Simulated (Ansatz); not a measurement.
The system is GaAs.

```
Ga As
1.0
     3.60640    0.00000    0.00000
    -1.80320    3.12324    0.00000
     0.00000    0.00000    3.57319
Ga As
1 1
Cartesian
  0.0000 2.0822 1.7866
  0.0000 0.0000 0.0000
```

The cell was built by a generator and needn't be a form met in nature.

Base run:

| Quantity | Value |
| --- | --- |
| Program | Ansatz 0.2.0 |
| Functional | PBE |
| Potentials or basis | Ansatz PAW |
| Cutoff | 420 eV (not typed: the program's choice for these potentials) |
| k mesh | 7 × 7 × 6 |
| Occupations | fermi-dirac, width 0.05 eV |
| Spin | spin-orbit coupling, no magnetisation |

Its results: band gap on the k mesh none (metal or under the smearing width); pressure -0.7 GPa.

The run is repeated on the same cell with these changes: functional from PBE to LDA. What comes out?

Band gap on the k mesh none (metal or under the smearing width); pressure -5.9 GPa.

LDA binds more tightly than PBE, so the same cell stands under less pressure.

Caveats: the PAW data sets come from PBE, with cores solved anew for the run's functional, which leaves a small shift of forces and pressure (some runs).
